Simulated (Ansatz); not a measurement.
**SnO under changes of volume**

One of the cells (17.769 Å³/atom); the others are scaled copies at fixed shape and fractional positions:

```xyz
4
Lattice="3.8137 0.0000 0.0000 0.0000 3.8137 0.0000 0.0000 0.0000 4.8869" Properties=species:S:1:pos:R:3 pbc="T T T"
Sn    1.9068    0.0000    3.7367
Sn    0.0000    1.9068    1.1503
O     0.0000    0.0000    0.0000
O     1.9068    1.9068    0.0000
```

The cell is a database's computed one.

| Item | Value |
| --- | --- |
| Program | Ansatz 0.2.0 |
| Functional | PBE |
| Potentials or basis | Ansatz PAW |
| Cutoff | 420 eV (not typed: the program's choice for these potentials) |
| k mesh | 7 × 7 × 6 |
| Occupations | fermi-dirac, width 0.05 eV |
| Spin | no spin polarisation |

```tsv
volume (Å³/atom)	energy over the lowest point (meV/atom)	pressure (GPa)	gap on the mesh (eV)	largest force (eV/Å)
16.703	53.94	10.6	0.14	1.322
17.058	?	?	?	?
17.414	18.02	5.7	0.30	0.663
17.769	7.72	3.6	0.37	0.371
18.125	1.83	1.7	0.44	0.101
18.480	0.00	0.0	0.51	0.150
18.835	1.71	-1.5	0.57	0.384
```

**Question.** What does the run at 17.058 Å³/atom give?

**Answer.** Energy over the lowest point 33.24 meV/atom; pressure 8.0 GPa; gap on the mesh 0.22 eV; largest force 0.978 eV/Å.

Worked out: A Birch-Murnaghan fit of order 3 (a polynomial in V^(-2/3)) to the other rows has its minimum at 18.48 Å³/atom with B0 = V·E''(V) = 84 GPa and B' = 4.4 at fixed shape and positions, which overstates the stiffness. It gives 33.27 meV/atom at 17.058 Å³/atom, against the run's 33.24, and -dE/dV = 8.1 GPa, against 8.0. A straight line through the other rows of the gap, of slope 3.58 eV per unit of ln V, gives 0.22 eV, against the run's 0.22.

Energies are extrapolated to zero smearing.

Caveats: odd divisions of the mesh miss points on the zone boundary, where band edges often lie, so the gap on the mesh can be too wide; spin-orbit coupling is left out, which moves the levels of the heavy elements; forces of over 1 eV/Å show positions far from the minimum, so gaps and moduli don't describe the material at rest (some runs).

A mesh can miss the band edges.
